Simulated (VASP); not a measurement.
# AsH3 in VASP: notebook

The runs below take AsH3 through single point, with PBE+D3(BJ).

All numbers are computed with VASP 6.6.1; they aren't measurements. Logs are shortened: lines on timing, memory, paths and dates and some standing lists are left out, and cuts for length are marked.

## (1) The molecule as given

The cell holds a molecule in a box, 4 atoms: a = 12.557 Å, b = 13.057 Å, c = 13.557 Å, α = 90.00°, β = 90.00°, γ = 90.00°.

## (2) Single point, PBE+D3(BJ)

The input, INCAR:

```
SYSTEM = AsH3
PREC = Accurate
ENCUT = 520
EDIFF = 1E-7
ISMEAR = 0
SIGMA = 0.01
LREAL = .FALSE.
LASPH = .TRUE.
NELM = 80
ALGO = Normal
ISIF = 2
LWAVE = .FALSE.
LCHARG = .FALSE.
GGA = PE
IVDW = 12
NBANDS = 12
ISYM = 0
```

The input, KPOINTS:

```
Automatic mesh
0
G
  1 1 1
  0 0 0
```

The input, POSCAR:

```
AsH3                                    
1.0
   12.5572003111      0.0000000000      0.0000000000
    0.0000000000     13.0572003111      0.0000000000
    0.0000000000      0.0000000000     13.5572003111
  As              H             
     1     3
Selective dynamics
Direct
     0.5242353622000024    0.5072092103999992    0.4572508723000013   F   F   F
     0.5232520820333039    0.4114908037455250    0.5235243882956855   T   T   T
     0.5477478238870046    0.5751597638262167    0.5474368768548691   T   T   T
     0.4038029111756331    0.5213238326008973    0.4734786744177568   T   T   T
```

Potentials or basis: VASP PAW PBE potentials, release 64 (As, H).

Run with:

```
$ cat potpaw_PBE.64/As/POTCAR potpaw_PBE.64/H/POTCAR > POTCAR
$ mpirun -np 4 vasp_gam > vasp.out
```

OUTCAR:

```text
SYSTEM = AsH3
   PREC = Accurate
   ENCUT = 520
   EDIFF = 1E-7
   ISMEAR = 0
   LREAL = .FALSE.
   LASPH = .TRUE.
   NELM = 80
   ISIF = 2
   GGA = PE
   IVDW = 12
   ISYM = 0
 IVDW          = 12

 ion  position               nearest neighbor table
   1  0.524  0.507  0.457-   3 1.54   4 1.54   2 1.54
   2  0.523  0.411  0.524-   1 1.54
   3  0.548  0.575  0.547-   1 1.54
   4  0.404  0.521  0.473-   1 1.54

IMPORTANT INFORMATION: All symmetrisations will be switched off!
NOSYMM: (Re-)initialisation of all symmetry stuff for point group C_1.

----------------------------------------------------------------------------------------

                                     Primitive cell

  volume of cell :    2222.8640

  direct lattice vectors                    reciprocal lattice vectors
    12.557200311  0.000000000  0.000000000     0.079635586  0.000000000  0.000000000
     0.000000000 13.057200311  0.000000000     0.000000000  0.076586096  0.000000000
     0.000000000  0.000000000 13.557200311     0.000000000  0.000000000  0.073761542

  length of vectors
    12.557200311 13.057200311 13.557200311     0.079635586  0.076586096  0.073761542

  position of ions in fractional coordinates (direct lattice)
     0.524235362  0.507209210  0.457250872
     0.523252082  0.411490804  0.523524388
     0.547747824  0.575159764  0.547436877
     0.403802911  0.521323833  0.473478674

  ion indices of the primitive-cell ions
   primitive index   ion index
                 1           1
                 2           2
                 3           3
                 4           4

----------------------------------------------------------------------------------------

 KPOINTS: Automatic mesh

Automatic generation of k-mesh.
 Grid dimensions read from file:
 generate k-points for:    1    1    1

 Generating k-lattice:

  Cartesian coordinates                     Fractional coordinates (reciprocal lattice)
     0.079635586  0.000000000  0.000000000     1.000000000  0.000000000  0.000000000
     0.000000000  0.076586096  0.000000000     0.000000000  1.000000000  0.000000000
     0.000000000  0.000000000  0.073761542     0.000000000  0.000000000  1.000000000

  Length of vectors
     0.079635586  0.076586096  0.073761542

  Shift w.r.t. Gamma in fractional coordinates (k-lattice)
     0.000000000  0.000000000  0.000000000

 Subroutine IBZKPT returns following result:
 ===========================================

 Found      1 irreducible k-points:

 Following reciprocal coordinates:
            Coordinates               Weight
  0.000000  0.000000  0.000000      1.000000
   k-points           NKPTS =      1   k-points in BZ     NKDIM =      1   number of bands    NBANDS=     12
   number of dos      NEDOS =    301   number of ions     NIONS =      4
   total plane-waves  NPLWV = ******
   dimension x,y,z NGX =    96 NGY =   98 NGZ =  108
   dimension x,y,z NGXF=   192 NGYF=  196 NGZF=  216
   ions per type =               1   3
   NGX,Y,Z   is equivalent  to a cutoff of  12.71, 12.48, 13.24 a.u.
   NGXF,Y,Z  is equivalent  to a cutoff of  25.42, 24.95, 26.49 a.u.
 SYSTEM =  AsH3
   PREC   = accura    normal or accurate (medium, high low for compatibility)
   ISTART =      0    job   : 0-new  1-cont  2-samecut
   ICHARG =      2    charge: 1-file 2-atom 10-const
   ISPIN  =      1    spin polarized calculation?
   LNONCOLLINEAR =      F non collinear calculations
   LSORBIT =      F    spin-orbit coupling
   LASPH  =      T    aspherical Exc in radial PAW
   ENCUT  =  520.0 eV  38.22 Ry    6.18 a.u.  23.35 24.28 25.21*2*pi/ulx,y,z
   NELM   =     80;   NELMIN=  2; NELMDL= -5     # of ELM steps
   EDIFF  = 0.1E-06   stopping-criterion for ELM
   LREAL  =      F    real-space projection
   EDIFFG = 0.1E-05   stopping-criterion for IOM
   NSW    =      0    number of steps for IOM
   IBRION =     -1    ionic relax: 0-MD 1-quasi-New 2-CG
   NFREE  =      0    steps in history (QN), initial steepest desc. (CG)
   ISIF   =      2    stress and relaxation
   ISYM   =      0    0-nonsym 1-usesym 2-fastsym
   POTIM  = 0.5000    time-step for ionic-motion
   TEBEG  =    0.0;   TEEND  =   0.0 temperature during run
   PSTRESS=    0.0 pullay stress
   NELECT =       8.0000    total number of electrons
   NUPDOWN=      -1.0000    fix difference up-down
   EMIN   =  10.00;   EMAX   =-10.00  energy-range for DOS
   EFERMI =   0.00;   METHOD = LEGACY
   ISMEAR =     0;   SIGMA  =   0.01  broadening in eV -4-tet -1-fermi 0-gaus
   EFERMI_NEDOS =   21; number of points for ismear=-14 and -15
   IALGO  =     38    algorithm
   IMIX   =      4    mixing-type and parameters
     AMIX     =   0.40;   BMIX     =  1.00
     AMIX_MAG =   1.60;   BMIX_MAG =  1.00
  volume/ion in A,a.u.               =     555.72      3750.16
  Fermi-wavevector in a.u.,A,eV,Ry     =   0.250881  0.474096  0.856366  0.062941
  Thomas-Fermi vector in A             =   1.068040
   LORBIT       =      0    0 simple, 1 ext, 2 COOP (PROOUT), +10 PAW based schemes
   GGA     = PE    functional components
   LHFCALC =     F    Hartree Fock is set to
   AEXX    =    0.0000 exact exchange contribution
   IVDW    =    12    specifies the selected vdW correction
   LEPSILON=     F    determine dielectric tensor
   LRPA    =     F    only Hartree local field effects (RPA)
 non-spin polarized calculation
 Gauss-broadening in eV      SIGMA  =   0.01
  energy-cutoff  :      520.00
  volume of cell :     2222.86
 maximum number of plane-waves:     29927
 NGX is ok and might be reduce to    96
   NGX = 47   NGY = 49   NGZ = 51

 number of electron       8.0000001 magnetization

 Free energy of the ion-electron system (eV)
  ---------------------------------------------------
  ext. energy  EPLUGINS =         0.00000000
  ---------------------------------------------------
  free energy    TOTEN  =       -14.39896306 eV

  energy without entropy =      -14.39896306  energy(sigma->0) =      -14.39896306

 E-fermi :  -6.7319     XC(G=0):  -0.4472

 val. band max:       -6.7881018055   @ k =   0.0000   0.0000   0.0000
 cond. band min:      -0.7910429936   @ k =   0.0000   0.0000   0.0000
 fundamental gap:      5.9970588119
 Fermi energy:        -6.7319089595

 k-point     1 :       0.0000    0.0000    0.0000
  band No.  band energies     occupation
      1     -15.9499      2.00000
      2      -8.7067      2.00000
      3      -8.7066      2.00000
      4      -6.7881      2.00000
      5      -0.7910      0.00000
      6      -0.4073      0.00000
      7      -0.3952      0.00000
      8       0.3481      0.00000
      9       0.5852      0.00000
     10       0.6028      0.00000
     11       0.6756      0.00000
     12       0.7418      0.00000

------------------------ aborting loop because EDIFF is reached ----------------------------------------

 Edisp (eV)   -0.03928

 E8    (eV) :    -0.0126

  FORCE on cell =-STRESS in cart. coord.  units (eV):
  Direction    XX          YY          ZZ          XY          YZ          ZX
  --------------------------------------------------------------------------------------
  -------------------------------------------------------------------------------------
  Total      -0.04871    -0.03030    -0.09901    -0.00271     0.00590     0.03688
  in kB      -0.03511    -0.02184    -0.07136    -0.00195     0.00425     0.02658
  external pressure =       -0.04 kB  Pullay stress =        0.00 kB

 VOLUME and BASIS-vectors are now :
 -----------------------------------------------------------------------------
  energy-cutoff  :      520.00
  volume of cell :     2222.86
      direct lattice vectors                 reciprocal lattice vectors
    12.557200311  0.000000000  0.000000000     0.079635586  0.000000000  0.000000000
     0.000000000 13.057200311  0.000000000     0.000000000  0.076586096  0.000000000
     0.000000000  0.000000000 13.557200311     0.000000000  0.000000000  0.073761542

 POSITION                                       TOTAL-FORCE (eV/Angst)
 -----------------------------------------------------------------------------------
      6.58293      6.62273      6.19904        -0.043593     -0.006820      0.082424
      6.57058      5.37292      7.09752         0.015427     -0.000490     -0.027361
      6.87818      7.50998      7.42171         0.016276      0.004534     -0.026083
      5.07063      6.80703      6.41905         0.011891      0.002775     -0.028979
 -----------------------------------------------------------------------------------
    total drift:                               -0.000065     -0.000042     -0.000166

  FREE ENERGIE OF THE ION-ELECTRON SYSTEM (eV)
  ---------------------------------------------------
  free  energy   TOTEN  =       -14.4382390512 eV

  energy  without entropy=      -14.4382390512  energy(sigma->0) =      -14.43823905
```

OSZICAR:

```text
N       E                     dE             d eps       ncg     rms          rms(c)
DAV:   1     0.560575776749E+02    0.56058E+02   -0.11501E+03    24   0.288E+02
DAV:   2     0.402791085789E+01   -0.52030E+02   -0.51665E+02    44   0.472E+01
DAV:   3    -0.140836746698E+02   -0.18112E+02   -0.18071E+02    32   0.438E+01
[... 16 lines left out ...]
DAV:  20    -0.143989604470E+02   -0.42609E-05   -0.69366E-08    24   0.991E-04    0.736E-04
DAV:  21    -0.143989619643E+02   -0.15173E-05   -0.19839E-08    24   0.521E-04    0.146E-04
DAV:  22    -0.143989626848E+02   -0.72057E-06   -0.11379E-09    24   0.228E-04    0.144E-04
DAV:  23    -0.143989629768E+02   -0.29202E-06    0.12050E-09    24   0.165E-04    0.384E-05
DAV:  24    -0.143989630623E+02   -0.85437E-07    0.29426E-09    24   0.794E-05
   1 F= -.14438239E+02 E0= -.14438239E+02  d E =-.109141E-15
```

stdout:

```text
POSCAR found type information on POSCAR AsH
 POSCAR found :  2 types and       4 ions
 scaLAPACK will be used
 LDA part: xc-table for (Slater+PW92), standard interpolation
 POSCAR, INCAR and KPOINTS ok, starting setup
 FFT: planning ... GRIDC
 FFT: planning ... GRID_SOFT
 FFT: planning ... GRID
 WAVECAR not read
 entering main loop
```

Run time: 31 s. Hardware: 4 MPI ranks of Intel Xeon Platinum 8488C (Sapphire Rapids), shared host; peak memory 0.59 GiB.

What came out:

```yaml
Free_energy: -14.4382 eV
Largest_force: 0.093 eV/Å
Gap_between_the_frontier_levels: 6.00 eV
Dispersion_energy_per_atom: -0.010 eV
```

Forces on the atoms (eV/Å):
```
As  -0.044 -0.007  0.082
H    0.015  0.000 -0.027
H    0.016  0.005 -0.026
H    0.012  0.003 -0.029
```

## (3) Single point, PBE+D3(BJ)

INCAR, as its differences from that of step 2:

```diff
@@ -2,3 +2,3 @@
 PREC = Accurate
-ENCUT = 520
+ENCUT = 250
 EDIFF = 1E-7
```

KPOINTS is that of step 2.

POSCAR is that of step 2.

Potentials or basis: VASP PAW PBE potentials, release 64 (As, H).

Run with:

```
$ cat potpaw_PBE.64/As/POTCAR potpaw_PBE.64/H/POTCAR > POTCAR
$ mpirun -np 4 vasp_gam > vasp.out
```

OUTCAR:

```text
SYSTEM = AsH3
   PREC = Accurate
   ENCUT = 250
   EDIFF = 1E-7
   ISMEAR = 0
   LREAL = .FALSE.
   LASPH = .TRUE.
   NELM = 80
   ISIF = 2
   GGA = PE
   IVDW = 12
   ISYM = 0
 IVDW          = 12

 ion  position               nearest neighbor table
   1  0.524  0.507  0.457-   3 1.54   4 1.54   2 1.54
   2  0.523  0.411  0.524-   1 1.54
   3  0.548  0.575  0.547-   1 1.54
   4  0.404  0.521  0.473-   1 1.54

IMPORTANT INFORMATION: All symmetrisations will be switched off!
NOSYMM: (Re-)initialisation of all symmetry stuff for point group C_1.

----------------------------------------------------------------------------------------

                                     Primitive cell

  volume of cell :    2222.8640

  direct lattice vectors                    reciprocal lattice vectors
    12.557200311  0.000000000  0.000000000     0.079635586  0.000000000  0.000000000
     0.000000000 13.057200311  0.000000000     0.000000000  0.076586096  0.000000000
     0.000000000  0.000000000 13.557200311     0.000000000  0.000000000  0.073761542

  length of vectors
    12.557200311 13.057200311 13.557200311     0.079635586  0.076586096  0.073761542

  position of ions in fractional coordinates (direct lattice)
     0.524235362  0.507209210  0.457250872
     0.523252082  0.411490804  0.523524388
     0.547747824  0.575159764  0.547436877
     0.403802911  0.521323833  0.473478674

  ion indices of the primitive-cell ions
   primitive index   ion index
                 1           1
                 2           2
                 3           3
                 4           4

----------------------------------------------------------------------------------------

 KPOINTS: Automatic mesh

Automatic generation of k-mesh.
 Grid dimensions read from file:
 generate k-points for:    1    1    1

 Generating k-lattice:

  Cartesian coordinates                     Fractional coordinates (reciprocal lattice)
[... 58 lines left out ...]
  Fermi-wavevector in a.u.,A,eV,Ry     =   0.250881  0.474096  0.856366  0.062941
  Thomas-Fermi vector in A             =   1.068040
   LORBIT       =      0    0 simple, 1 ext, 2 COOP (PROOUT), +10 PAW based schemes
   GGA     = PE    functional components
   LHFCALC =     F    Hartree Fock is set to
   AEXX    =    0.0000 exact exchange contribution
   IVDW    =    12    specifies the selected vdW correction
   LEPSILON=     F    determine dielectric tensor
   LRPA    =     F    only Hartree local field effects (RPA)
 non-spin polarized calculation
 Gauss-broadening in eV      SIGMA  =   0.01
  energy-cutoff  :      250.00
  volume of cell :     2222.86
 maximum number of plane-waves:      9986
 NGX is ok and might be reduce to    70
   NGX = 33   NGY = 33   NGZ = 35

 number of electron       7.9999999 magnetization

 Free energy of the ion-electron system (eV)
  ---------------------------------------------------
  ext. energy  EPLUGINS =         0.00000000
  ---------------------------------------------------
  free energy    TOTEN  =       -14.32931900 eV

  energy without entropy =      -14.32931900  energy(sigma->0) =      -14.32931900

 E-fermi :  -6.7256     XC(G=0):  -0.4706

 val. band max:       -6.7740786595   @ k =   0.0000   0.0000   0.0000
 cond. band min:      -0.7971124369   @ k =   0.0000   0.0000   0.0000
 fundamental gap:      5.9769662226
 Fermi energy:        -6.7255625994

 k-point     1 :       0.0000    0.0000    0.0000
  band No.  band energies     occupation
      1     -15.9432      2.00000
      2      -8.6868      2.00000
      3      -8.6864      2.00000
      4      -6.7741      2.00000
      5      -0.7971      0.00000
      6      -0.3962      0.00000
      7      -0.3836      0.00000
      8       0.3189      0.00000
      9       0.5727      0.00000
     10       0.5911      0.00000
     11       0.6644      0.00000
     12       0.7202      0.00000

------------------------ aborting loop because EDIFF is reached ----------------------------------------

 Edisp (eV)   -0.03928

 E8    (eV) :    -0.0126

  FORCE on cell =-STRESS in cart. coord.  units (eV):
  Direction    XX          YY          ZZ          XY          YZ          ZX
  --------------------------------------------------------------------------------------
  -------------------------------------------------------------------------------------
  Total      -0.65528    -0.63481    -0.71174    -0.00270     0.00670     0.04225
  in kB      -0.47231    -0.45756    -0.51300    -0.00194     0.00483     0.03045
  external pressure =       -0.48 kB  Pullay stress =        0.00 kB

 VOLUME and BASIS-vectors are now :
 -----------------------------------------------------------------------------
  energy-cutoff  :      250.00
  volume of cell :     2222.86
      direct lattice vectors                 reciprocal lattice vectors
    12.557200311  0.000000000  0.000000000     0.079635586  0.000000000  0.000000000
     0.000000000 13.057200311  0.000000000     0.000000000  0.076586096  0.000000000
     0.000000000  0.000000000 13.557200311     0.000000000  0.000000000  0.073761542

 POSITION                                       TOTAL-FORCE (eV/Angst)
 -----------------------------------------------------------------------------------
      6.58293      6.62273      6.19904         0.021158      0.002597     -0.041577
      6.57058      5.37292      7.09752         0.016631     -0.072268      0.020704
      6.87818      7.50998      7.42171         0.035180      0.056062      0.041373
      5.07063      6.80703      6.41905        -0.072969      0.013610     -0.020500
 -----------------------------------------------------------------------------------
    total drift:                               -0.000326     -0.000123     -0.000432

  FREE ENERGIE OF THE ION-ELECTRON SYSTEM (eV)
  ---------------------------------------------------
  free  energy   TOTEN  =       -14.3685949874 eV

  energy  without entropy=      -14.3685949874  energy(sigma->0) =      -14.36859499
```

stdout:

```text
POSCAR found type information on POSCAR AsH
 POSCAR found :  2 types and       4 ions
 scaLAPACK will be used
 LDA part: xc-table for (Slater+PW92), standard interpolation
 POSCAR, INCAR and KPOINTS ok, starting setup
 FFT: planning ... GRIDC
 FFT: planning ... GRID_SOFT
 FFT: planning ... GRID
 WAVECAR not read
 entering main loop
```

It took 10 s on 4 MPI ranks of Intel Xeon Platinum 8488C (Sapphire Rapids), shared host; peak memory 0.29 GiB.

What came out:

| Item | Value |
| --- | --- |
| Free energy | -14.3686 eV |
| Largest force | 0.078 eV/Å |
| Gap between the frontier levels | 5.98 eV |
| Dispersion energy per atom | -0.010 eV |

Forces on the atoms (eV/Å):
```
As   0.021  0.003 -0.042
H    0.017 -0.072  0.021
H    0.035  0.056  0.041
H   -0.073  0.014 -0.021
```

Levels at points of the mesh, in eV from the valence-band top:
| k point | band 1 | band 2 | band 3 | band 4 | band 5 | band 6 | band 7 | band 8 | band 9 |
| --- | --- | --- | --- | --- | --- | --- | --- | --- | --- |
| (0.00, 0.00, 0.00) | -9.17 | -1.91 | -1.91 | 0.00 | 5.98 | 6.38 | 6.39 | 7.09 | 7.35 |

Caveat: the cutoff is under 1.25 times the usual one of these potentials, so pressure, stress and relaxed cells hold a basis-set (Pulay) error.
